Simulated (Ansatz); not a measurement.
Tm (bcc)

Level of theory: DFT, PBE with spin–orbit coupling, two-component spinors; plane waves to 420 eV with PAW datasets (Ansatz 0.2.0), Γ-centred 14×14×14 mesh, 0.05 eV Gaussian smearing; PAW files: Ansatz's generated set soft_2.

```
CELL_PARAMETERS angstrom
-2.03726 2.03726 2.03726
2.03726 -2.03726 2.03726
2.03726 2.03726 -2.03726
ATOMIC_POSITIONS crystal
Tm 0.00000 0.00000 0.00000
```

At room temperature and ambient pressure Tm is hcp.

Magnetic state: ferromagnetic, site spin moments Tm 0.34 μB, along [001] (Cartesian), which lowers the symmetry.

The electronic state has lower symmetry than the lattice and leaves a non-hydrostatic stress of up to 0.2 GPa in this cell.

Path: Γ–H–N–Γ–P–H | P–N, with Γ = (0.000, 0.000, 0.000), H = (0.500, -0.500, 0.500), N = (0.000, 0.000, 0.500), P = (0.250, 0.250, 0.250) in reciprocal vectors of the calculation's cell.

**Question.** Is it a metal or an insulator, and if it has a gap, where are the band edges on this path?

**Answer.** A metal: bands cross the Fermi level.

Levels between -6 and 6 eV from the Fermi level at the path's named points:
```tsv
point	below E_F (eV)	above E_F (eV)
Γ	-5.27 -5.18 -1.88 -1.79 -1.71 -1.58 -1.56 -1.41 -1.26 -0.79 -0.54 -0.26 -0.22 -0.20 -0.06	0.24 2.61 2.62 2.64 2.65 2.84 2.84 4.71 4.76 4.78 4.80
H	-1.84 -1.80 -1.68 -1.60 -1.56 -1.38 -1.31 -0.87 -0.86 -0.83 -0.79 -0.78 -0.52 -0.35 -0.32 -0.13	0.02 0.25 4.78 4.79 5.95 5.97 5.98
N	-1.87 -1.86 -1.79 -1.79 -1.69 -1.58 -1.56 -1.39 -1.31 -0.77 -0.53 -0.31 -0.27 -0.14 -0.06	0.19 0.78 0.81 0.99 1.05 4.49 4.52 5.54 5.55
P	-1.85 -1.80 -1.68 -1.59 -1.56 -1.39 -1.31 -0.79 -0.54 -0.35 -0.33 -0.15 -0.03	0.05 0.06 0.21 0.41 0.44 0.44 0.48 4.29 4.35 5.59 5.66 5.69 5.70
```

Without a U the open 4f shell is pinned at the Fermi level, an artefact: in the real crystal it splits into occupied and empty levels away from it, and its large orbital moment is underestimated. Site moments are of spin, integrated over Gaussian weights of 0.5 Å, which gives about a tenth less on f atoms than spheres do. No antiparallel order was tried.

The open shells may stand above their lowest state, and forces and pressures are less sure for it.

On the Tm 4f shell the spin moment is 0.35 μB and the orbital moment 0.65 μB, parallel to it, 1.00 μB net (projected on atomic orbitals, along the moments' axis).
